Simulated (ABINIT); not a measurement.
Input of an ABINIT 10.8.3 (patched build) run:

Contents of run.abi:

```
# Datasets
ndtset 3

# Pseudopotentials
pp_dirpath "./"
pseudos "Cd.upf, O.upf"

# Structure
acell 3*1.0 Angstrom
rprim
     0.0000000000     2.3495000000     2.3495000000
     2.3495000000     0.0000000000     2.3495000000
     2.3495000000     2.3495000000     0.0000000000
ntypat 2
znucl 48 8
natom 2
typat 1 2
xred
            0.0            0.0            0.0
            1/2            1/2            1/2

# Plane-wave basis
ecut 47.0

# k points
ngkpt 6 6 6
nshiftk 4
shiftk
     0.5000000000     0.5000000000     0.5000000000
     0.5000000000     0.0000000000     0.0000000000
     0.0000000000     0.5000000000     0.0000000000
     0.0000000000     0.0000000000     0.5000000000

# Exchange and correlation
ixc 11

# Bands and occupations
nband 21
occopt 3
tsmear 0.05 eV

# SCF cycle
nstep 80

# Output
prteig 0
prtebands 0
prtwf 0
prtden 0
prtpot 0

# Dataset 1: ground state
kptopt1 1
tolvrs1 1.0e-15
prtwf1 1
tolwfr1 1.0e-14
nbdbuf1 4
nline1 6

# Dataset 2: atomic displacements at q = 0.5 0.0 0.5
rfphon2 1
rfatpol2 1 2
rfdir2 1 1 1
getwfk2 1
kptopt2 3
nqpt2 1
qpt2 1/2 0.0 1/2
tolvrs2 1.0e-9

# Dataset 3: atomic displacements at q = 0.5 0.5 0.5
rfphon3 1
rfatpol3 1 2
rfdir3 1 1 1
getwfk3 1
kptopt3 3
nqpt3 1
qpt3 1/2 1/2 1/2
tolvrs3 1.0e-9
```

Potentials or basis: PseudoDojo NC SR PBE v0.4.1 standard.

Launch:

```bash
$ mpirun --bind-to none -np 4 abinit run.abi > log 2>&1
```

Estimate the highest phonon frequency.

441 cm⁻¹.

Phonon frequencies in cm⁻¹ (negative: imaginary):
```tsv
q point	frequencies
(0.500, 0.000, 0.500)	93 93 149 324 324 391
(0.500, 0.500, 0.500)	109 109 207 215 215 441
```
